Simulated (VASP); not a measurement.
Set up this calculation in VASP 6.6.1, as the native input.

| Item | Value |
| --- | --- |
| Task | single point |
| Functional | PBE |
| Potentials or basis | VASP PAW PBE potentials, release 64 (Cd, F) |
| Cutoff | 520 eV |
| k mesh | 2 × 2 × 2 |
| Occupations | gaussian, width 0.1 eV |
| Spin | no spin polarisation |
| Dipole correction | no |
| Further INCAR settings | LREAL = Auto; ALGO = Fast; EDIFF = 1e-06; NBANDS = 118 |

The structure of Cd8F15 (a cell with a defect) lies in POSCAR:

```
Cd8F15
1.0
    0.0000000000      5.3942060000      5.3942060000
    5.3942060000      0.0000000000      5.3942060000
    5.3942060000      5.3942060000      0.0000000000
Cd F
8 15
Direct
   -0.0026143792      0.0010793989      0.0000584887
    0.0043026722     -0.0054904281      0.5057961264
   -0.0152914998      0.5000039858      0.0148877332
    0.0043132391      0.4950171536      0.5058065079
    0.4958964304      0.0034352600     -0.0026071492
    0.4986009989      0.0010612313      0.4988796312
    0.4958779846      0.5028441628     -0.0026248534
    0.5134207889      0.5000560787      0.4860720002
    0.1266894516      0.1332937600      0.1195588378
    0.3706270209      0.3791928784      0.3740642274
    0.1249449873      0.1241152081      0.6264464131
    0.1673269430      0.5817045178      0.6687705290
    0.1266282749      0.6200964516      0.1196122284
    0.3705862364      0.8756881921      0.3740979673
    0.3709161274      0.8781783640      0.8722957559
    0.6184449574      0.1306248779      0.1198368212
    0.8790920295      0.3700063550      0.3804820394
    0.6179949375      0.1334619034      0.6282720756
    0.8726182315      0.3792585044      0.8720720899
    0.6191982657      0.6298693450      0.1206505647
    0.8864799565      0.8624677107      0.3882568630
    0.6180474939      0.6199083795      0.6282119185
    0.8726516933      0.8756228442      0.8720313981
```

The input as run:

INCAR

```
SYSTEM = Cd8F15
PREC = Accurate
ENCUT = 520
EDIFF = 1E-6
ISMEAR = 0
SIGMA = 0.1
LREAL = Auto
LASPH = .True.
NELM = 80
ALGO = Fast
ISIF = 2
LWAVE = .False.
LCHARG = .False.
GGA = PE
NBANDS = 118
```

KPOINTS

```
regular mesh
0
Gamma
  2 2 2
  0 0 0
```

Potentials or basis: VASP PAW PBE potentials, release 64 (Cd, F).

Run with:

```sh
$ cat potpaw_PBE.64/Cd/POTCAR potpaw_PBE.64/F/POTCAR > POTCAR
$ mpirun -np 1 vasp_std > vasp.out
```

It gave:

The pressure is 6.6 GPa and the largest force is 0.423 eV/Å. The band gap on the k mesh is none (metal or under the smearing width).

Caveat: the k mesh is coarse (spacing up to 0.50 Å⁻¹), so the values aren't converged; an odd number of electrons without spin polarisation forces a metal; a magnetic or distorted state may lie lower.

It took 4.9 min on 1 thread of Intel(R) Xeon(R) 6975P-C (Granite Rapids), with other jobs on the host, peak memory 0.57 GiB.
